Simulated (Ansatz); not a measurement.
# SiO2: core levels, part 2 of 2

Wanted: core-level energies of SiO2, as photoemission would probe them. The cell is an entry of the Crystallography Open Database (COD; perhaps a calculated or model structure). Planned: a relaxation, then the dielectric response, then core holes.

Ansatz 0.2.0; DFT, PBE, plane-wave PAW, default files, scalar-relativistic. The steps go on from the part before.

## (3) Electronic dielectric response

The input, input.yaml:

```yaml
crystal:
  lattice:
    - [4.9329, 0.0, 0.0]
    - [0.0, 4.9329, 0.0]
    - [0.0, 0.0, 6.4645]
  atoms:
    - { symbol: Si, position: [0.8168962388, 0.8168962388, 0.5] }
    - { symbol: Si, position: [0.6831037612, 0.3168962388, 0.25] }
    - { symbol: Si, position: [0.1831037612, 0.1831037612, 0.0] }
    - { symbol: Si, position: [0.3168962388, 0.6831037612, 0.75] }
    - { symbol: O, position: [0.2692597728, 0.3636645814, 0.7999874982] }
    - { symbol: O, position: [0.1363354186, 0.7692597728, 0.5499874982] }
    - { symbol: O, position: [0.7307402272, 0.6363354186, 0.2999874982] }
    - { symbol: O, position: [0.8636645814, 0.2307402272, 0.0499874982] }
    - { symbol: O, position: [0.7692597728, 0.1363354186, 0.4500125018] }
    - { symbol: O, position: [0.6363354186, 0.7307402272, 0.7000125018] }
    - { symbol: O, position: [0.2307402272, 0.8636645814, 0.9500125018] }
    - { symbol: O, position: [0.3636645814, 0.2692597728, 0.2000125018] }
kpoints:
  mp_grid: { grid: [4, 4, 3] }
scf:
  occupations: { method: fixed }
hamiltonian:
  xc: pbe
  pseudopotentials: { kind: paw }
output:
  forces: true
dielectric:
  field_mesh: kpoints
```

Command:

```sh
> ansatz run input.yaml --threads 1 --pin off --max-ram 2560MiB --backend cpu --events-out ev --progress --plain --runs-dir out
```

What it wrote:

```text
Warning: RAYON_NUM_THREADS=1 ignored (pool sized by the plan → 1); use --threads N
Engine: ansatz 0.2.0, aarch64-unknown-linux-gnu
Pseudopotentials: kind: paw
Pseudopotential: Si, paw, valence charge 4, recommended cutoff 420 eV (normal), Si.paw.azcp
Pseudopotential: O, paw, valence charge 6, recommended cutoff 420 eV (normal), O.paw.azcp
Functional definition: PBE
  parameter kappa = 0.804
  parameter beta = 0.06672455060314922
  exchange = pbe_x(kappa = kappa, mu = beta*pi^2/3)
  correlation = pbe_c(beta = beta)
Crystal: 12 atoms, lattice volume = 157.304 Å³
Basis set: ecut = 420 eV, 3097 PW (Γ), exchange–correlation on 72×72×96 points (8 copies of the dense FFT grid, shifted against one another)
Bands: 44, of which v1, the nominal top of the filled ones, is band 32 counted from 1 (31 counted from 0)
Symmetry: 8 space group operations
k-points: 26 of 48 (irreducible under 1 space group operation, time reversal used)
Non-local potential: Si, projectors of the file, l = 0: 2, l = 1: 2, l = 2: 2
Non-local potential: O, projectors of the file, l = 0: 2, l = 1: 2, l = 2: 1
PAW form: soft (Blöchl's): semilocal exchange-correlation on the pseudo side does not see the compensation charge
PAW one-centre angular grid: Si, 110 points (default); XC on 64 Gauss nodes
PAW one-centre angular grid: O, 110 points (default); XC on 64 Gauss nodes
Initial density: superposition of atomic densities (neutral atoms: chi_scale 0, normalization atom), corrected by the library's trained network
Initial wavefunctions: pseudopotential atomic-orbital guess
Functional: x = pbe(κ = 0.804, μ = 0.2195149727645171), c = pbe(β = 0.06672455060314922)
SCF iter   1: F=—  HF=-7096.117442 eV  |F-HF|=—  |Δ(HF+E_count)|=         —  Δρ=1.19e-3  dr2=6.23e-4  ethr=1.77e-3  ⟨swp⟩=4.8  Hψ=4881  notcnv=0  defer=244
preconditioner: auto → Resta (q_TF=auto, 2.349 Å⁻¹)  ε∞=3.0  [insulator: Δε(μ)=5.650 eV  Ē_g=16.734 eV  n_scr=36 (ndim 8)  ℏωp=23.7 eV  f_vac=0.148  ε∞_Penn≈3.0]
SCF iter   2: F=—  HF=-7096.120247 eV  |F-HF|=—  |Δ(HF+E_count)|=   2.81e-3  Δρ=6.25e-4  dr2=1.82e-4  ethr=9.73e-7  ⟨swp⟩=2.2  Hψ=2244  notcnv=0  defer=260
SCF iter   3: F=—  HF=-7096.121122 eV  |F-HF|=—  |Δ(HF+E_count)|=   8.75e-4  Δρ=2.01e-4  dr2=4.11e-5  ethr=2.84e-7  ⟨swp⟩=2.0  Hψ=1902  notcnv=0  defer=259
SCF iter   4: F=—  HF=-7096.121136 eV  |F-HF|=—  |Δ(HF+E_count)|=   1.41e-5  Δρ=4.50e-5  dr2=1.92e-6  ethr=6.42e-8  ⟨swp⟩=2.0  Hψ=1641  notcnv=0  defer=238
SCF iter   5: F=—  HF=-7096.121137 eV  |F-HF|=—  |Δ(HF+E_count)|=   6.64e-7  Δρ=1.70e-5  dr2=3.96e-7  ethr=3.01e-9  ⟨swp⟩=3.0  Hψ=1948  notcnv=0  defer=197
SCF iter   6: F=—  HF=-7096.121138 eV  |F-HF|=—  |Δ(HF+E_count)|=   7.08e-7  Δρ=2.88e-6  dr2=1.03e-8  ethr=6.18e-10  ⟨swp⟩=2.0  Hψ=1665  notcnv=0  defer=198
SCF iter   7: F=—  HF=-7096.121138 eV  |F-HF|=—  |Δ(HF+E_count)|=   1.47e-8  Δρ=7.72e-7  dr2=5.80e-10  ethr=1.61e-11  ⟨swp⟩=2.0  Hψ=1682  notcnv=0  defer=199
SCF iter   8: F=-7096.121138 eV  HF=-7096.121138 eV  |F-HF|=1.09e-11  |Δ(HF+E_count)|=  6.39e-10  Δρ=1.36e-7  dr2=1.93e-11  ethr=1.00e-12  ⟨swp⟩=14.5  Hψ=6579  notcnv=0
SCF 1 converged in 8 iterations: F = -7096.121138 eV  dr2 = 1.93e-11
NSCF: frozen V_eff on 4 k-points
DFPT response loops at Γ: preconditioner auto → none (the input reference at scf.mixing.eps_inf says where Resta's filter doesn't serve); β = 0.50; Broyden in place of MSR1
SCF converged after 8 iterations
Free energy (F): -7096.121138 eV
Harris-Foulkes:  -7096.121138 eV  (|F-HF|=1.09e-11)
Internal energy: -7096.121138 eV  (E = F + TS)
E sigma→0 (E₀):  -7096.121138 eV
Fermi energy:    2.238443 eV
--- Per-component energies (eV) ---
  E_band       = -297.704575
  E_kinetic    = 1608.031608
  E_local      = -4060.300501  (includes V_loc(G=0)·N_el)
  E_nonlocal   = 480.280291
  E_hartree    = 1464.083432
  E_xc         = -817.149881
  E_vxc        = -948.478260  (∫ρ·V_xc dr)
  E_paw        = -3324.122529  (= ΣΔE_a)
  E_vpaw       = -305.425125  (= ΣTr[D̂ρ^β])
  E_aug_tail   = 0.020731  (compensation charges beyond the density's cutoff)
  E_ewald      = -2446.964289
  E_smearing   = -0.000000  (= −TS)
  E_closure    = 0.000000  (closes the sum)
  Σ components = -7096.121138   (vs F -7096.121138, Δ=0.00e0)
--- Forces (eV/Å), atoms counted from 1 ---
  atom   1  Si    -0.00085814    -0.00085814     0.00000000
  atom   2  Si     0.00085814    -0.00085814     0.00000000
  atom   3  Si     0.00085814     0.00085814     0.00000000
  atom   4  Si    -0.00085814     0.00085814    -0.00000000
  atom   5  O     -0.00476018     0.00938575     0.00104989
  atom   6  O     -0.00938575    -0.00476018     0.00104989
  atom   7  O      0.00476018    -0.00938575     0.00104989
  atom   8  O      0.00938575     0.00476018     0.00104989
  atom   9  O     -0.00476018    -0.00938575    -0.00104989
  atom  10  O     -0.00938575     0.00476018    -0.00104989
  atom  11  O      0.00476018     0.00938575    -0.00104989
  atom  12  O      0.00938575    -0.00476018    -0.00104989
  max |Σ_I F_I| component: 3.47e-18 eV/Å
--- Band table (eV; the first three rows and the last of 26) ---
  k-point 0: bands = ["-17.2300", "-16.2529", "-16.2529", "-15.1123", "-15.1123", "-15.1117", "-15.0965", "-15.0788", "-6.9441", "-4.8716", "-4.8716", "-3.4592", "-3.3594", "-3.3594", "-2.8251", "-2.6453", "-0.8386", "-0.8143", "-0.8143", "-0.1374", "0.0127", "0.4506", "0.5271", "0.6356", "0.6356", "0.7040", "0.9215", "0.9215", "1.3706", "1.7277", "1.7277", "2.2384", "7.8928", "11.0612", "11.0612", "11.6902", "11.6902", "11.6943", "12.8374", "12.9422", "13.5548", "13.5548", "14.1189", "14.1750"]
  k-point 1: bands = ["-17.1045", "-16.7544", "-15.7071", "-15.2593", "-15.1125", "-15.1084", "-15.1074", "-15.1029", "-6.6366", "-5.8485", "-4.0371", "-3.5895", "-3.3292", "-3.1298", "-3.0390", "-2.7986", "-0.7063", "-0.7002", "-0.6190", "-0.1716", "0.0873", "0.3342", "0.4712", "0.4820", "0.5995", "0.6459", "0.8104", "1.3259", "1.4181", "1.4426", "1.6973", "2.0378", "8.5920", "10.1004", "11.1719", "11.6140", "12.0235", "12.3525", "12.3914", "13.3148", "13.3177", "13.4648", "13.7138", "13.9540"]
  k-point 2: bands = ["-17.0936", "-16.3950", "-16.1075", "-15.3085", "-15.1293", "-15.1140", "-15.1002", "-15.0933", "-6.6530", "-5.2189", "-4.5529", "-3.5163", "-3.3502", "-3.1726", "-2.8894", "-2.6591", "-1.0858", "-0.7180", "-0.6447", "-0.0580", "0.0142", "0.1057", "0.4151", "0.4206", "0.6738", "0.8261", "0.9647", "1.1897", "1.2683", "1.6542", "1.6648", "2.0746", "8.5842", "11.1925", "11.2127", "11.3094", "11.3145", "12.4070", "12.4523", "12.6981", "13.1369", "13.2602", "13.3962", "14.1101"]
  k-point 25: bands = ["-16.2617", "-16.2617", "-16.2370", "-16.2370", "-15.1645", "-15.1645", "-15.1451", "-15.1451", "-5.0695", "-5.0695", "-4.9771", "-4.9771", "-2.6431", "-2.6431", "-2.5337", "-2.5337", "-0.8964", "-0.8964", "-0.7781", "-0.7781", "-0.1531", "-0.1531", "-0.0091", "-0.0091", "0.8731", "0.8731", "0.9270", "0.9270", "1.7000", "1.7000", "1.7581", "1.7581", "11.1065", "11.1065", "11.1709", "11.1709", "11.8528", "11.8528", "11.9913", "11.9913", "12.9503", "12.9503", "13.0723", "13.0723"]
--- Dielectric response (ions clamped): 2 representative field directions + reference, on 26 of 48 k-points (Σ response iterations 18) ---
  k mesh reduced under 1 symmetry operation, with k and −k counted as one. Each operation leaves every solved perturbation unchanged. A smaller set is not considered because the run solves the response to a homogeneous field
  ε∞ (high-frequency dielectric tensor):
        2.457781     0.000000     0.000000
        0.000000     2.457781    -0.000000
        0.000000     0.000000     2.393029
  Born effective charges Z* (e; rows j = field, columns β = displacement):
    site 0:
         3.35615    0.04764   -0.22289
         0.04764    3.35615    0.22289
         0.37559   -0.37559    3.15561
    site 1:
         3.35615   -0.04764   -0.22289
        -0.04764    3.35615   -0.22289
         0.37559    0.37559    3.15561
    site 2:
         3.35615    0.04764    0.22289
         0.04764    3.35615   -0.22289
        -0.37559    0.37559    3.15561
    site 3:
         3.35615   -0.04764    0.22289
        -0.04764    3.35615    0.22289
        -0.37559   -0.37559    3.15561
    site 4:
        -1.07932   -0.20902    0.08505
        -0.27524   -2.27683    0.70045
         0.24865    0.71869   -1.57781
    site 5:
        -2.27683    0.27524   -0.70045
         0.20902   -1.07932    0.08505
        -0.71869    0.24865   -1.57781
    site 6:
        -1.07932   -0.20902   -0.08505
        -0.27524   -2.27683   -0.70045
        -0.24865   -0.71869   -1.57781
    site 7:
        -2.27683    0.27524    0.70045
         0.20902   -1.07932   -0.08505
         0.71869   -0.24865   -1.57781
    site 8:
        -1.07932    0.20902   -0.08505
         0.27524   -2.27683    0.70045
        -0.24865    0.71869   -1.57781
    site 9:
        -2.27683   -0.27524    0.70045
        -0.20902   -1.07932    0.08505
         0.71869    0.24865   -1.57781
    site 10:
        -1.07932    0.20902    0.08505
         0.27524   -2.27683   -0.70045
         0.24865   -0.71869   -1.57781
    site 11:
        -2.27683   -0.27524   -0.70045
        -0.20902   -1.07932   -0.08505
        -0.71869   -0.24865   -1.57781
  Z* charge neutrality: 4.208e-5 e pre-enforcement
  k-mesh period / interband length: 19.7 Å / 1.04 Å = 18.95 at k = (0.0000, 0.0000, 0.0000), direct gap 5.654 eV — 14 or more, which is no proof of convergence
```

Wall time 2.1 min (1 thread of Arm Neoverse V1, shared host); peak memory 0.85 GiB.

Principal values of ε∞: 2.39, 2.46, 2.46; mean 2.44.

```csv
element,atoms,principal values of Z* (e),mean
Si,"1, 2, 3, 4","+3.10, +3.36, +3.40",+3.29
O,"5, 6, 7, 8, …","-2.77, -1.14, -1.03",-1.65
```

## (4) Core holes

The input, input.yaml:

```yaml
crystal:
  lattice:
    - [0.0, 4.9329, 6.4645]
    - [4.9329, 0.0, 6.4645]
    - [4.9329, 4.9329, 0.0]
  atoms:
    - { symbol: Si, position: [0.25, 0.25, 0.5668962388] }
    - { symbol: Si, position: [0.75, 0.75, 0.0668962388] }
    - { symbol: Si, position: [0.9418962388, 0.3081037612, 0.375] }
    - { symbol: Si, position: [0.4418962388, 0.8081037612, 0.875] }
    - { symbol: Si, position: [0.0, 0.0, 0.1831037612] }
    - { symbol: Si, position: [0.5, 0.5, 0.6831037612] }
    - { symbol: Si, position: [0.5581037612, 0.1918962388, 0.125] }
    - { symbol: Si, position: [0.0581037612, 0.6918962388, 0.625] }
    - { symbol: O, position: [0.4471961534, 0.3527913448, 0.916468428] }
    - { symbol: O, position: [0.9471961534, 0.8527913448, 0.416468428] }
    - { symbol: O, position: [0.5914559262, 0.958531572, 0.1778038466] }
    - { symbol: O, position: [0.0914559262, 0.458531572, 0.6778038466] }
    - { symbol: O, position: [0.1027913448, 0.1971961534, 0.5335440738] }
    - { symbol: O, position: [0.6027913448, 0.6971961534, 0.0335440738] }
    - { symbol: O, position: [0.708531572, 0.3414559262, 0.5222086552] }
    - { symbol: O, position: [0.208531572, 0.8414559262, 0.0222086552] }
    - { symbol: O, position: [0.9085440738, 0.541468428, 0.2277913448] }
    - { symbol: O, position: [0.4085440738, 0.041468428, 0.7277913448] }
    - { symbol: O, position: [0.3972086552, 0.3028038466, 0.333531572] }
    - { symbol: O, position: [0.8972086552, 0.8028038466, 0.833531572] }
    - { symbol: O, position: [0.791468428, 0.1585440738, 0.0721961534] }
    - { symbol: O, position: [0.291468428, 0.6585440738, 0.5721961534] }
    - { symbol: O, position: [0.0528038466, 0.1472086552, 0.2164559262] }
    - { symbol: O, position: [0.5528038466, 0.6472086552, 0.7164559262] }
kpoints:
  mp_grid: { grid: [3, 3, 3] }
scf:
  occupations: { method: fixed }
hamiltonian:
  xc: pbe
  pseudopotentials: { kind: paw }
output:
  forces: true
  efg: { quadrupole_moments_barn: { O: -0.02558 }, contact_densities: true }
  core_levels:
    shells: { Si: "2p", O: "1s" }
    counted_from: valence_top
    eps_inf: [2.458, 2.458, 2.393]
    add_spin: false
```

Command:

```sh
> ansatz run input.yaml --threads 1 --pin off --max-ram 2560MiB --backend cpu --events-out ev --progress --plain --runs-dir out
```

What it wrote, shortened:

```text
Warning: RAYON_NUM_THREADS=1 ignored (pool sized by the plan → 1); use --threads N
[...]
[... 4 set-up lines as earlier in the session ...]
[...]
Crystal: 24 atoms, lattice volume = 314.608 Å³
Basis set: ecut = 420 eV, 6177 PW (Γ), exchange–correlation on 120×120×96 points (8 copies of the dense FFT grid, shifted against one another)
Bands: 88, of which v1, the nominal top of the filled ones, is band 64 counted from 1 (63 counted from 0)
Symmetry: 16 space group operations
Space group: P43212 (ITA 96), of the structure as read, at distance tolerance 6.8e-5 Å
k-points: 6 of 27
[...]
SCF iter   1: F=—  HF=-14192.234414 eV  |F-HF|=—  |Δ(HF+E_count)|=         —  Δρ=1.17e-3  dr2=1.18e-3  ethr=1.77e-3  ⟨swp⟩=4.8  Hψ=2167  notcnv=0  defer=121
[...]
  atom         alike  shell      binding/eV   shift/eV difference/eV images/eV   SCF
  Si 0             8     2p         100.065     +0.000        96.678    +1.250    10
  O 8             16     1s         529.023     +0.000       525.610    +1.250    11
  the dataset of Si with a 2p hole: scattering error 0.000 eV (0.000 eV in the local channel); free atom: scalar-relativistic, large and small components
  the two lines of Si's 2p: 2p1/2 +0.408 eV and 2p3/2 -0.204 eV off its levels, 1 : 2 in strength
  the dataset of O with a 1s hole: scattering error 0.001 eV (0.001 eV in the local channel); free atom: scalar-relativistic, large and small components
  Si 0 2p: no_plateau
  O 8 1s: no_plateau
  the highest filled level without a hole stands at 2.2384 eV, at the point (0.0000, 0.0000, 0.0000)
  Si 0 2p: the alignment adds -0.1013 eV (standard deviation 0.0526 over 13 far atoms)
  O 8 1s: the alignment adds -0.0752 eV (standard deviation 0.0639 over 12 far atoms)
  a level is its difference with the images' term at an eps_inf of [2.458, 2.458, 2.393], the alignment and the highest filled level
```

Run time: 2.6 min. Hardware: 1 thread of Arm Neoverse V1, shared host; peak memory 0.68 GiB.

The levels, counted from the valence-band top:

```csv
atom,shell,alike,"binding, weighted centre (eV)",shift (eV),image term (eV),lines (eV)
Si 1,2p,8,100.07,+0.00,1.25,"2p1/2 100.47, 2p3/2 99.86"
O 9,1s,16,529.02,+0.00,1.25,one
```

Atoms are counted from 1 here and from 0 in the log's table.

Simulated Si 2p line (Gaussians 0.7 eV wide):

binding energy (eV), intensity and a bar:
```
    97.36          0 
    97.66          0 
    97.94          0 
    98.24          0 
    98.54          0 
    98.84          0 
    99.13          4 #
    99.43         32 ##########
    99.73         86 ###########################
   100.03         95 ##############################
   100.31         70 ######################
   100.61         46 ###############
   100.91         16 #####
   101.21          2 #
   101.49          0 
   101.79          0 
   102.09          0 
   102.39          0 
   102.67          0 
   102.97          0
```

## (5) Summary of results

This closing draws on all 2 parts.

| quantity | value |
| --- | --- |
| ε∞, principal values | 2.39, 2.46, 2.46 |
| Si 2p binding energy (weighted centre of the two lines) | 100.07 eV; offsets 2p1/2 +0.41 eV, 2p3/2 -0.20 eV |
| O 1s binding energy | 529.02 eV |
| state (step 2) | gap on the mesh 5.65 eV, largest force 0.011 eV/Å, pressure 2.7 GPa |
| V_zz by site, step 2 (10²¹ V/m²) | Si 0.60, O 9.06 |
| largest C_Q in size, step 2 | 5.61 MHz, ¹⁷O at O |

In words: The electronic dielectric constant averages 2.4. The levels are counted from the valence top. Absolute values at this level can be off by an eV or more. Multiplets and satellites aren't calculated. A hole's nearest image is 7.0 Å away in this 24-atom cell. The program doubts some values: the potential far from the hole hasn't levelled off (Si, O). The largest gradient sits at O (2 Si at 1.63 Å, angle 137°).

These are semilocal Kohn-Sham gaps, which aren't the measured quantity. Such gaps usually fall short of the measured ones.
